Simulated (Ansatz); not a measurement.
What does this script print? It uses Ansatz 0.2.0 through its Python package.

Contents of `POSCAR_bp`:
```text
BP
1.0
   0.00000000    2.26900000    2.26900000
   2.26900000    0.00000000    2.26900000
   2.26900000    2.26900000    0.00000000
B P
1 1
Direct
   0.00000000    0.00000000    0.00000000
   0.25000000    0.25000000    0.25000000
```

Script `lapw_bp.py`:
```python
# -*- coding: utf-8 -*-
from collections import Counter
import warnings

import ansatz as az
from ase.io import read


def main():
    warnings.simplefilter("ignore", az.DeckWarning)

    atoms = read("POSCAR_bp", format="vasp")
    bp = az.Crystal.from_ase(atoms)

    model = bp.calculation()
    model = model.functional("pbesol").occupations("fixed")
    model = model.scf(tolerance=1e-07)
    model = model.kpoints(6, 6, 6)
    model = model.pseudopotentials("all_electron", lapw=True)
    session = model.session()
    planned = session.plan(threads=1)
    res = planned.execute()
    summary = res.report

    energy = summary["free_energy_ev"]
    print("BP: {:.6f} eV = {:.6f} Ry = {:.6f} Ha".format(energy, energy / 13.605693, energy / 27.211386))
    print("Fermi level {:.4f} eV, {} k-points, {} symmetry operations".format(summary["fermi_energy_ev"], summary["n_kpoints"], summary["n_symmetry_ops"]))

    told = Counter((n["data"]["severity"], n["data"]["kind"]) for n in res.notices if n["event"] == "notice")
    for (severity, kind), count in sorted(told.items()):
        print(f"{severity:8s} {kind} x{count}")

    errors = summary["lapw_basis_errors"]
    print(f"estimated basis error {1000 * errors['total_ev_per_atom']:.3f} meV/atom, target {1000 * errors['basis_error_target_ev_per_atom']:.3f}")
    for sphere in errors["spheres"]:
        print(f"  {sphere['species']:2s} muffin-tin radius {sphere['muffin_tin_radius_ang']:.3f} A, core shells {sphere['core_shells']}")


if __name__ == "__main__":
    main()
```

Running `python lapw_bp.py` prints:
```text
BP: -9967.160328 eV = -732.572779 Ry = -366.286389 Ha
Fermi level 10.1672 eV, 16 k-points, 24 symmetry operations
audit    band_cg_iterations x1
audit    basis_enlarged x1
audit    cushion_resolved x1
audit    preconditioner_resolved x1
estimated basis error 0.152 meV/atom, target 0.250
  B  muffin-tin radius 0.907 A, core shells 0
  P  muffin-tin radius 1.058 A, core shells 1
```

All-electron totals depend on functional, relativistic treatment and basis; only differences at equal settings carry meaning. Under fixed occupations the level called the Fermi level is the highest filled one on the SCF mesh; off the mesh a filled band can lie a little above it. Only differences from the Fermi energy are physical; the zero of the scale is a convention. The starting cell is as deposited in a crystallographic database; the results hold for this polymorph, which needn't be the stable one. Finished in 3.5 s on 1 thread of Arm Neoverse V1 (shared host), peak memory 0.34 GiB.

(A comment or docstring line of the script was reworded after the run, the code is as it ran; lines on the test bed's own set-up are left out of the output.)
